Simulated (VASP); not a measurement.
Wanted: the native input for a VASP 6.6.1 run.

```
Task                   : relaxation of cell and atoms
Functional             : PBEsol
Potentials or basis    : VASP PAW PBE potentials, release 64 (Al)
Cutoff                 : 600 eV
k mesh                 : 16 × 16 × 16
Occupations            : methfessel-paxton, width 0.1 eV
Spin                   : no spin polarisation
Further INCAR settings : ALGO = Normal; EDIFF = 1e-06; IBRION = 2; EDIFFG = -0.01; NSW = 90; ISIF = 3
```

The structure of Al lies in POSCAR:

```
Al
1.0
    0.0000000000      2.0248050000      2.0248050000
    2.0248050000      0.0000000000      2.0248050000
    2.0248050000      2.0248050000      0.0000000000
Al
1
Direct
    0.0000000000      0.0000000000      0.0000000000
```

The input as run:

INCAR

```
SYSTEM = Al
ALGO     = Normal         ! electronic algorithm
EDIFF    = 1E-6           ! SCF threshold, eV
EDIFFG   = -0.01          ! ionic threshold
ENCUT    = 600            ! plane-wave cutoff, eV
GGA      = PS             ! functional
IBRION   = 2              ! ionic algorithm
ISIF     = 3              ! what is computed and relaxed
ISMEAR   = 1              ! smearing method
KPAR     = 4            
LASPH    = .True.         ! aspherical terms in the spheres
LCHARG   = .False.        ! write CHGCAR
LREAL    = .False.        ! projectors in reciprocal space
LWAVE    = .False.        ! write WAVECAR
NELM     = 80             ! most SCF steps
NSW      = 90             ! ionic steps
PREC     = Accurate       ! precision mode
SIGMA    = 0.1            ! smearing width, eV
```

KPOINTS

```
k-points
0
Gamma
  16 16 16
  0 0 0
```

Potentials or basis: VASP PAW PBE potentials, release 64 (Al).

Run with:

```console
$ cat potpaw_PBE.64/Al/POTCAR > POTCAR
$ mpirun -np 4 vasp_std > vasp.out
```

Results of the run:

```json
{"Relaxed volume": "16.19 Å³/atom", "Relaxed cell": "a = 2.839 Å, b = 2.839 Å, c = 2.839 Å, α = 60.00°, β = 60.00°, γ = 60.00°", "Space group after relaxing (to 0.05 Å)": "Fm-3m (No. 225)", "Energy gained by relaxing": "2.7 meV/atom", "Ionic steps": "3", "Pressure after relaxing": "0.0 GPa", "Band gap on the k mesh": "none (metal or under the smearing width)"}
```

Caveat: the PAW data sets were made with another functional, which shifts forces and pressure a little.

Wall time 2.9 s on 4 MPI ranks on Intel(R) Xeon(R) 6975P-C (Granite Rapids), with other jobs on the host, peak memory 0.13 GiB a rank.
